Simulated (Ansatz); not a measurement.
**Calculated with Ansatz: Ni, relaxation**

The command:

```bash
ansatz run input.yaml --threads 1 --pin off --max-ram 2560MiB --backend cpu --events-out ev --progress --plain --runs-dir out
```

Input:

```yaml
crystal:
  lattice:
    - [0.0, 1.704724, 1.704724]
    - [1.704724, 0.0, 1.704724]
    - [1.704724, 1.704724, 0.0]
  atoms:
    - { symbol: Ni, position: [0.0, 0.0, 0.0] }
  symmetry: { tolerance: 0.0003 }
kpoints:
  mp_grid: { grid: [11, 11, 11], shift: [0, 0, 0] }
magnetization:
  spin_polarized: false
scf:
  occupations: { method: cold, width: 0.0173 }
hamiltonian:
  pseudopotentials: { kind: paw }
  xc: r2scan
  hubbard: { sites: [{ species: Ni, l: d, u_eff: 3.0 }], double_counting: fll }
basis:
  ecutwfc: 500
output:
  forces: true
  stress: true
  eigenvalues: true
  write_density: true
  write_potential: true
  elf: true
  volumetric_format: npy
relax:
  max_steps: 40
  cell: {}
```

Origin of the cell: a known structure type with other elements, at an estimated volume, so it need not be a known compound.

Output (shortened):

```
Ni: projections on atomic orbitals take those of the free atom [Ne] 3s2 3p6 3d8 4s2, of charge +0.00 (hamiltonian.pseudopotentials.projection_atoms); the dataset's partial waves leave at most […]
Pseudopotentials: kind: paw
Pseudopotential: Ni, paw, valence charge 18, recommended cutoff 500 eV (meta_gga), Ni.paw.azcp
Functional definition: r2SCAN
  exchange = r2scan_x(k0 = k0, k1 = k1, a1 = a1)
  correlation = r2scan_c
Crystal: 1 atoms, lattice volume = 9.908 Å³
Basis set: ecut = 500 eV, 259 PW (Γ), exchange–correlation on 72×72×72 points (64 copies of the dense FFT grid, shifted against one another)
Bands: 13, of which v1, the nominal top of the filled ones, is band 9 counted from 1 (8 counted from 0)
Symmetry: 48 space group operations
Space group: Fm-3m (ITA 225), of the structure as read, at distance tolerance 6.4e-4 Å
[… 5 lines left out …]
Initial density: superposition of atomic densities (chi_scale 0.1, normalization cell)
Functional: x = r2scan, c = r2scan; τ floored in thin density (d = 2e-4 eV/Å³)
SCF iter   1: F=—  HF=-5843.429163 eV  Δρ=8.16e-2  dr2=3.38e-1  dr2_τ=3.76e-2
SCF iter   2: F=—  HF=-5843.656455 eV  S|Δr|=    0.00e0  Δρ=5.64e-2  dr2=1.53e-1  dr2_τ=3.73e-3
SCF iter   3: F=—  HF=-5843.651750 eV  S|Δr|=    0.00e0  Δρ=4.98e-2  dr2=1.32e-1  dr2_τ=5.86e-4  defer=8
SCF iter   4: F=—  HF=-5843.662818 eV  S|Δr|=    0.00e0  Δρ=8.56e-3  dr2=3.03e-3  dr2_τ=9.61e-5  defer=8
SCF iter   5: F=—  HF=-5843.665076 eV  S|Δr|=    0.00e0  Δρ=3.29e-3  dr2=1.47e-4  dr2_τ=7.73e-6  defer=8
SCF iter   6: F=—  HF=-5843.662821 eV  S|Δr|=    0.00e0  Δρ=8.01e-3  dr2=6.74e-4  dr2_τ=9.32e-5  defer=8
SCF iter   7: F=—  HF=-5843.666456 eV  S|Δr|=    0.00e0  Δρ=1.64e-3  dr2=1.32e-4  dr2_τ=1.01e-5  defer=9
SCF iter   8: F=—  HF=-5843.666449 eV  S|Δr|=    0.00e0  Δρ=1.60e-3  dr2=1.03e-4  dr2_τ=8.27e-7  defer=9
SCF iter   9: F=—  HF=-5843.666504 eV  S|Δr|=    0.00e0  Δρ=4.54e-4  dr2=7.96e-6  dr2_τ=5.96e-8  defer=9
SCF iter  10: F=—  HF=-5843.666506 eV  S|Δr|=    0.00e0  Δρ=1.92e-4  dr2=8.09e-7  dr2_τ=1.63e-8  defer=9
SCF iter  11: F=—  HF=-5843.666508 eV  S|Δr|=    0.00e0  Δρ=8.22e-5  dr2=1.12e-7  dr2_τ=3.36e-9  defer=9
SCF iter  12: F=-5843.666508 eV  HF=-5843.666508 eV  S|Δr|=    0.00e0  Δρ=4.39e-6  dr2=5.70e-10  dr2_τ=3.66e-12
relax step   1: F+E_penalty+E_count = -5843.666508 eV  Δ(F+E_penalty+E_count) = +0.000e0 eV  max|allowed force component| = 0.000e0 eV/Å  Δτ_max = 0.0000 Å  P = +11.570 GPa  Ω = 9.908 Å³  (12 […]
relax step   2: F+E_penalty+E_count = -5843.677370 eV  Δ(F+E_penalty+E_count) = -1.086e-2 eV  max|allowed force component| = 0.000e0 eV/Å  Δτ_max = 0.0000 Å  P = +6.245 GPa  Ω = 10.110 Å³  en […]
relax step   3: F+E_penalty+E_count = -5843.682327 eV  Δ(F+E_penalty+E_count) = -4.957e-3 eV  max|allowed force component| = 0.000e0 eV/Å  Δτ_max = 0.0000 Å  P = +0.658 GPa  Ω = 10.358 Å³  en […]
relax step   4: F+E_penalty+E_count = -5843.682348 eV  Δ(F+E_penalty+E_count) = -2.065e-5 eV  max|allowed force component| = 0.000e0 eV/Å  Δτ_max = 0.0000 Å  P = -0.030 GPa  Ω = 10.390 Å³  en […]
relax step   5: F+E_penalty+E_count = -5843.683099 eV  Δ(F+E_penalty+E_count) = -7.513e-4 eV  max|allowed force component| = 0.000e0 eV/Å  Δτ_max = 0.0000 Å  P = +0.032 GPa  Ω = 10.390 Å³  stress off target by 3.15e-2 GPa […]
SCF 5 converged in 7 iterations: F = -5843.683099 eV  dr2 = 2.27e-12
basis re-selected at this cell: Δ(F+E_penalty+E_count) = -7.513e-4 eV, ΔP = +0.061 GPa vs the last step (what re-selecting the basis moved, of the pressure what is left beyond the Pulay corre […]
SCF converged after 7 iterations
Stability not checked: this state was not tested for a lower state beside it, because cold or Methfessel-Paxton smearing, or corrected tetrahedra, fill the levels in a way that the test cannot read (fill_not_monotonic; […]
Free energy (F): -5843.683099 eV
Harris-Foulkes:  -5843.683099 eV  (|F-HF|=0.00e0)
Internal energy: -5843.683307 eV  (E = F + TS)
E sigma→0 (E₀):  -5843.683169 eV
Entropy (-TS):   0.000208 eV (0.208 meV/atom)
Fermi energy:    18.172540 eV
--- Per-component energies (eV) ---
  E_band       = -294.370215
  E_kinetic    = 284.872370
  E_local      = -3383.387203  (includes V_loc(G=0)·N_el)
  E_nonlocal   = 645.814622
  E_hartree    = 1422.942233
  E_xc         = -78.653866
  E_vxc        = -116.676121  (∫ρ·V_xc dr)
  E_hubbard    = 1.402901  (on-site DFT+U / exact-exchange correction)
  E_vhub       = -10.583951  (the Hubbard potential's part of the band-sum identity)
  E_paw        = -1648.725610  (= ΣΔE_a)
  E_vpaw       = -568.900167  (= ΣTr[D̂ρ^β])
  E_aug_tail   = 0.000245  (compensation charges beyond the density's cutoff)
  E_vtau       = 8.605413  (kinetic-family band-sum trace: ∫τ·v_τ [+ j·A + Jᵃ·Aᵃ] dr)
  E_ewald      = -3087.648930
  E_core_change = -0.300069  (= ΣΔE_core)
  E_smearing   = 0.000208  (= −TS)
  Σ components = -5843.683099   (vs F -5843.683099, Δ=0.00e0)
--- Forces (eV/Å), atoms counted from 1 ---
  atom   1  Ni     0.000000     0.000000    -0.000000
  max |Σ_I F_I| component: 0.0 eV/Å
--- Stress (GPa, compression-positive) ---
        0.031534      -0.000000      -0.000000
       -0.000000       0.031534      -0.000000
       -0.000000      -0.000000       0.031534
  P = ⅓ Tr σ = 0.0315 GPa (0.315 kbar)
Occupation matrices written to <dir>
--- Relaxed structure (4 steps of the walk, 4 accepted, 1 SCFs on fresh bases) ---
  F+E_penalty+E_count = -5843.683099 eV   max|allowed force component| = 0.000e0 eV/Å   (the final SCF, on the basis selected at the relaxed cell)
  cell:  # Å, volume = 10.3905 Å³
    - [0.0, 1.731949, 1.731949]
    - [1.731949, 0.0, 1.731949]
    - [1.731949, 1.731949, 0.0]
  atoms:
    - { symbol: Ni, position: [0.0, 0.0, 0.0] }
```

Caveats: no spin polarisation, so a magnetic state may lie lower; the relaxation held the start's symmetry, so the end may be a saddle point.

It ran for 11 s of wall time on 1 CPU thread(s) of a shared host, from the program's own first density.
